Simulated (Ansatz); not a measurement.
Crystal: Cu.

```xyz
1
Lattice="-1.4540 1.4643 1.3740 1.4487 -1.4680 1.3723 1.4252 1.4392 -1.3778" Properties=species:S:1:pos:R:3 pbc="T T T"
Cu    0.0000    0.0000    0.0000
```

This isn't the form of Cu at room conditions, which is fcc.

The cell isn't the ideal one: cell sheared at random, sigma 0.01, atoms nudged by 0.01 Å.

| Quantity | Value |
| --- | --- |
| Program | Ansatz 0.2.0 |
| Task | relaxation of cell and atoms |
| Functional | PBE |
| Potentials or basis | Ansatz PAW |
| Cutoff | 420 eV (not typed: the program's choice for these potentials) |
| k mesh | 13 × 13 × 13 |
| Occupations | fermi-dirac, width 0.05 eV |
| Spin | no spin polarisation |

At the start: volume 11.46 Å³/atom.

Task: Where does the relaxation end?

Result: It ends after 18 steps and the volume is 11.95 Å³/atom (+4.3 %); space group Fm-3m (No. 225, to 0.05 Å).

Step by step:
```
step  energy change (eV)  largest force (eV/Å)  volume (Å³)
   1              0.0000                0.0000        11.46
   2             -0.0099                0.0000        11.72
   3             -0.0146                0.0000        12.00
   4             -0.0208                0.0000        12.14
   5             -0.0242                0.0000        12.05
   6             -0.0273                0.0000        11.91
   7             -0.0274                0.0000        11.90
   8             -0.0275                0.0000        11.90
   9             -0.0330                0.0000        11.90
  10             -0.0373                0.0000        11.92
  11             -0.0428                0.0000        11.93
  12             -0.0462                0.0000        11.90
  13             -0.0463                0.0000        11.95
  14             -0.0463                0.0000        11.94
  15             -0.0467                0.0000        11.94
  16             -0.0467                0.0000        11.95
  17             -0.0467                0.0000        11.95
  18             -0.0467                0.0000        11.95
```

Final structure:
```yaml
crystal:
  lattice:
    - [-1.27985, 1.81623, 1.28343]
    - [1.27996, -1.81674, 1.28259]
    - [1.28606, 1.81233, -1.28270]
  atoms:
    - { symbol: Cu, position: [0.00000, 0.00000, 0.00000] }
```

Caveat: the plane-wave basis is chosen anew once the cell has moved, so the energies of steps on either side of that aren't comparable.
